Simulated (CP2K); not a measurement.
Runs of CP2K 2026.2 on Ag. It takes space group Fm-3m (No. 225, cubic). The conventional cell has a = 4.085 Å, b = 4.085 Å, c = 4.085 Å, α = 90.00°, β = 90.00°, γ = 90.00°. Ag (site symmetry m-3m) has 12 Ag at 2.89 Å as nearest neighbours. 

| task | level | potentials or basis | smearing | EPS_DEFAULT | NGRIDS | basis sets | potentials | CUTOFF of the grids | gap on the mesh (eV) | pressure (GPa) |
| --- | --- | --- | --- | --- | --- | --- | --- | --- | --- | --- |
| band structure | PBE | POTENTIAL_UZH Ag GTH-PBE-q11; TZVP-MOLOPT-PBE-GTH basis | fermi-dirac 0.01 eV | 1.0E-9 | 5 | Ag TZVP-MOLOPT-PBE-GTH-q11 | Ag GTH-PBE-q11 of POTENTIAL_UZH | 450 Ry | none | 4.0 |
| band structure | PBEsol | POTENTIAL_UZH Ag GTH-PBE-q11; TZVP-MOLOPT-PBE-GTH basis | fermi-dirac 0.01 eV | 1.0E-9 | 5 | Ag TZVP-MOLOPT-PBE-GTH-q11 | Ag GTH-PBE-q11 of POTENTIAL_UZH | 450 Ry | none | -2.5 |
| band structure | PBE | POTENTIAL_UZH Ag GTH-PBE-q11; TZVP-MOLOPT-PBE-GTH basis | fermi-dirac 0.0259 eV | 1.0E-9 | 4 | Ag TZVP-MOLOPT-PBE-GTH-q11 | Ag GTH-PBE-q11 of POTENTIAL_UZH | 450 Ry | none | (a) |
| band structure | r2SCAN | POTENTIAL_UZH Ag GTH-SCAN-q11; TZVP-MOLOPT-SCAN-GTH basis | fermi-dirac 0.01 eV | 1.0E-9 | 4 | Ag TZVP-MOLOPT-SCAN-GTH-q11 | Ag GTH-SCAN-q11 of POTENTIAL_UZH | 675 Ry | none | 1.6 |

Alike in all rows: no spin polarisation; cell as given; k mesh 11 × 11 × 11.

Question: Fill in the values left out.

Answer: (a) 4.1.

Caveats: the basis of atomic orbitals isn't converged, which shifts pressures, moduli and gaps; the potentials were made for another functional, which shifts forces and pressure (some runs).

A k mesh can miss the band edges, and the runs leave out spin-orbit coupling on Ag.

A gap of «none» marks a metal or a gap under the smearing width.

Not every run made on this cell is shown here.
